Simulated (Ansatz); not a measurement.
The system is Rh.

```
Rh
1.0
     2.69174    0.00000    0.00000
    -1.34587    2.33112    0.00000
     0.00000    0.00000    8.79807
Rh
4
Direct
  0.66667 0.33333 0.75000
  0.00000 0.00000 0.50000
  0.33333 0.66667 0.25000
  0.00000 0.00000 0.00000
```

This isn't the form of Rh at room conditions, which is fcc.

```yaml
Program: Ansatz 0.2.0
Task: single point
Functional: PBEsol
Potentials_or_basis: Ansatz PAW
Cutoff: "420 eV (not typed: the program's choice for these potentials)"
k_mesh: 11 × 11 × 3
Occupations: fermi-dirac, width 0.05 eV
Spin: no spin polarisation
```

On this cell: pressure -5.5 GPa; largest force under 0.003 eV/Å; band gap on the k mesh none (metal or under the smearing width).

The same run follows on a disturbed copy (atoms moved at random, drawn with an rms of 0.05 Å):

```xyz
4
Lattice="2.6917 0.0000 0.0000 -1.3459 2.3311 0.0000 0.0000 0.0000 8.7981" Properties=species:S:1:pos:R:3 pbc="T T T"
Rh    1.3769    0.7666    6.5927
Rh    0.0070    0.0679    4.4287
Rh   -0.0493    1.5084    2.1887
Rh    0.0748   -0.0046    0.0312
```

Question: What changes?

Answer: The energy (extrapolated to zero smearing) moves by +13.8 meV/atom; pressure -5.0 GPa; largest force 0.644 eV/Å; band gap on the k mesh none (metal or under the smearing width).

Forces in eV/Å, atoms in the order of the input:
```
Rh  -0.033  0.144  0.392
Rh  -0.040 -0.322 -0.362
Rh   0.370  0.270  0.453
Rh  -0.298 -0.092 -0.483
```

Stress tensor (GPa, compression positive):
```
-4.91 -0.51  0.24
-0.51 -4.61  0.00
 0.24  0.00 -5.44
```

Caveats: the PAW data sets come from PBE, with cores solved anew for the run's functional, which leaves a small shift of forces and pressure.
